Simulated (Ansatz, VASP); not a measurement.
One calculation of GePt, two programs

File INCAR:

```
  PREC = Accurate
  ENCUT = 520
  EDIFF = 1E-7
  ISMEAR = 0
  SIGMA = 0.1
  LREAL = False
  LASPH = True
  NELM = 100
  ALGO = Normal
  ISIF = 2
  LWAVE = False
  LCHARG = False
  GGA = PE
  NBANDS = 19
```

File KPOINTS:

```
regular mesh
0
Gamma
  18 18 18
```

POSCAR

```
GePt
1.0
    0.0000000000      2.6061955619      2.6061955619
    2.6061955619      0.0000000000      2.6061955619
    2.6061955619      2.6061955619      0.0000000000
Ge Pt
1 1
Direct
    0.0000000000      0.0000000000      0.0000000000
    0.5000000000      0.5000000000      0.5000000000
```

Input for Ansatz:

```yaml
crystal:
  lattice:
    - [0.0, 2.6061955619, 2.6061955619]
    - [2.6061955619, 0.0, 2.6061955619]
    - [2.6061955619, 2.6061955619, 0.0]
  atoms:
    - { symbol: Ge, position: [0.0, 0.0, 0.0] }
    - { symbol: Pt, position: [0.5, 0.5, 0.5] }
basis:
  ecutwfc: 420
kpoints:
  mp_grid: { grid: [18, 18, 18] }
  band_path:
    path:
      - [[0.0, 0.0, 0.0], [0.5, 0.0, 0.5], [0.625, 0.25, 0.625]]
      - [[0.375, 0.375, 0.75], [0.0, 0.0, 0.0], [0.5, 0.5, 0.5], [0.5, 0.25, 0.75], [0.5, 0.0, 0.5]]
    npoints: 14
hamiltonian:
  xc: pbe
scf:
  occupations: { method: gaussian, width: 0.1 }
  n_extra_bands: 6
output:
  forces: true
  stress: true
  eigenvalues: true
  populations: true
  dos: { projected: true, de: 0.02, nscf_kmesh: { grid: [22, 22, 22] } }
  bader: true
```

The cell was built by a generator and needn't be a form met in nature.

Alike in both runs: task single point; functional PBE; k mesh 18 × 18 × 18; occupations gaussian, width 0.1 eV; no spin polarisation.

|  | VASP | Ansatz |
| --- | --- | --- |
| version | VASP 6.6.1 | Ansatz 0.2.0 |
| potentials or method | VASP PAW PBE potentials, release 64 (Ge_d, Pt) | scalar-relativistic, plane waves, PAW |
| plane-wave cutoff (eV) | 520 | 420 |
| valence electrons in the cell | 24 | 32 |

|  | VASP | Ansatz | Ansatz less VASP |
| --- | --- | --- | --- |
| gap on the k mesh at the Fermi level (eV) | none | none | - |
| pressure (GPa) | 0.0 | 0.0 | -0.04 |

A gap of «none» marks a metal or a gap that the smearing closes. The two sets of potentials don't hold the same shells in valence.

Spin-orbit coupling is left out, which matters for the levels of Pt.
